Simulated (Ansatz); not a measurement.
## TiAl under changes of volume

One of the cells (16.065 Å³/atom); the others are scaled copies at fixed shape and fractional positions:

```
Ti Al
1.0
     3.17906    0.00000    0.00000
     0.00000    3.17906    0.00000
     0.00000    0.00000    3.17906
Ti Al
1 1
Direct
  0.00000 0.00000 0.00000
  0.50000 0.50000 0.50000
```

The cell comes from a database or a generator and needn't be the stable form of this composition.

| Quantity | Value |
| --- | --- |
| Program | Ansatz 0.2.0 |
| Functional | LDA |
| Potentials or basis | all-electron LAPW, scalar-relativistic |
| Cutoff | 205 eV (chosen from the basis error) |
| Basis error allowed | 0.001 eV/atom |
| k mesh | 8 × 8 × 8 |
| Occupations | fermi-dirac, width 0.05 eV |
| Spin | no spin polarisation |

```csv
volume (Å³/atom),energy over the lowest point (meV/atom),pressure (GPa)
15.101,0.00,1.3
15.422,0.30,-1.3
15.743,5.60,-3.7
16.065,15.41,-5.8
16.386,29.27,-7.8
16.707,46.77,-9.5
17.028,?,?
```

**Question.** What does the run at 17.028 Å³/atom give?

**Answer.** Energy over the lowest point 67.56 meV/atom; pressure -11.0 GPa.

Worked out: A Birch-Murnaghan fit of order 3 (a polynomial in V^(-2/3)) to the other rows has its minimum at 15.24 Å³/atom with B0 = V·E''(V) = 125 GPa and B' = 4.0. It gives 67.57 meV/atom at 17.028 Å³/atom, against the run's 67.56, and -dE/dV = -11.1 GPa, against -11.0.

Energies are extrapolated to zero smearing.
